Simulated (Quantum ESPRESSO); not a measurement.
MgO, 2 atoms in the cell. The structure is cubic, space group Fm-3m (No. 225). The conventional cell has a = 4.194 Å, b = 4.194 Å, c = 4.194 Å, α = 90.00°, β = 90.00°, γ = 90.00°. Mg (site symmetry m-3m) is surrounded by 6 O at 2.10 Å. O (site symmetry m-3m) has 6 Mg at 2.10 Å as nearest neighbours. The cell is a database's computed one.

* Program: Quantum ESPRESSO 7.5
* Task: phonon dispersion
* Functional: PBEsol
* Potentials or basis: GBRV 1.5 PBEsol
* Cutoff: 612 eV
* Density cutoff: 4898 eV
* k mesh: 4 × 4 × 4, shifted
* Occupations: fermi-dirac, width 0.05 eV
* Spin: no spin polarisation
* Mixing beta: 0.5
* Most SCF iterations: 120
* SCF threshold: 4e-10 Ry
* q mesh: 4 × 4 × 4

Potentials or basis: GBRV 1.5 PBEsol.

Command:

```console
$ OMP_NUM_THREADS=1 pw.x -in pw.in > pw.out
$ OMP_NUM_THREADS=1 pw.x -in relax.in > relax.out
$ OMP_NUM_THREADS=1 pw.x -in scf2.in > scf2.out
$ OMP_NUM_THREADS=1 ph.x -in ph.in > ph.out
$ OMP_NUM_THREADS=1 q2r.x -in q2r.in > q2r.out
$ OMP_NUM_THREADS=1 matdyn.x -in matdyn.in > matdyn.out
$ OMP_NUM_THREADS=1 matdyn.x -in matdyn_dos.in > matdyn_dos.out
$ OMP_NUM_THREADS=1 matdyn.x -in matdyn_mesh.in > matdyn_mesh.out
```

Hardware: 1 thread of Arm Neoverse V1 (shared host).

Estimate the wall time of this run.

Run time: 14 min on 1 thread of Arm Neoverse V1, on a shared host, peak memory 0.1 GiB. Counts: scf iterations 41, k pools 1, bands 14, ion steps 4, k points 10, g dense 14331.
